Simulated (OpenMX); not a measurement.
Runs of OpenMX 3.8.5 on CoO. The structure is trigonal, space group R3m (No. 160). Conventional cell: a = 3.204 Å, b = 3.204 Å, c = 7.699 Å, α = 90.00°, β = 90.00°, γ = 120.00°. Co (site symmetry 3m) is surrounded by 4 O at 1.91 to 1.96 Å. O (site symmetry 3m) has 4 Co at 1.91 to 1.96 Å as nearest neighbours. Measurements of this composition are mostly on another form, of space group No. 225.

```csv
task,level,potentials or basis,spin,U,k mesh,hubbard projector,mixing scheme,k mesh for the DOS,other keys,gap on the mesh (eV),moment (μB),largest force (eV/Å)
band structure,LDA+U,"OpenMX 2013 LDA set, Co6.0H-s2p2d1, O6.0-s2p2, grid cutoff 500 Ry","collinear, ferromagnetic start",Co U = 2 eV,9 × 9 × 9,full,rmm-diisk,-,-,-,2.60,(a)
density of states,LDA+U,"OpenMX 2013 LDA set, Co6.0H-s3p2d1, O6.0-s2p2d1, grid cutoff 500 Ry","non-collinear, zero start, SOC",Co U = 7 eV,7 × 7 × 7,dual,rmm-diis,9 × 9 × 9,-,1.01,2.99,0.48
electrostatic potential,LDA-PW92+U,"OpenMX 2013 LDA set, Co6.0S-s3p2d1, O6.0-s2p2d1, grid cutoff 500 Ry","non-collinear, random start",Co U = 2 eV,7 × 7 × 7,onsite,rmm-diis,-,-,none,2.84,(b)
density of states,PBE+U,"OpenMX 2013 PBE set, Co6.0S-s2p2d1, O6.0-s2p2, grid cutoff 500 Ry","non-collinear, random start",Co U = 2 eV,"6 × 6 × 6, shifted",onsite,rmm-diisk,8 × 8 × 8,"several, not listed",-,2.99,-
```

Alike in all rows: cell as given; smearing fermi-dirac 0.05 eV.

**Question.** Estimate the missing entries.

**Answer.** (a) 0.34; (b) 0.33.

Caveats: U acts on the first radial function of the shell alone, so its value doesn't carry over to other programs; the basis of atomic orbitals isn't converged, which shifts pressures, moduli and gaps; a cell with one magnetic atom can't hold antiferromagnetic order, which such compounds often take; total energies with and without spin-orbit coupling shouldn't be compared in this program (some runs); an odd mesh through Γ misses points on the zone boundary, where band edges often lie (some runs); the real-space grid is too coarse here: the forces don't sum to zero and aren't listed, and the energy moves when atoms move against the grid (some runs).

A gap of «none» marks a metal or a gap under the smearing width.

The runs don't all hold the same shells in valence.
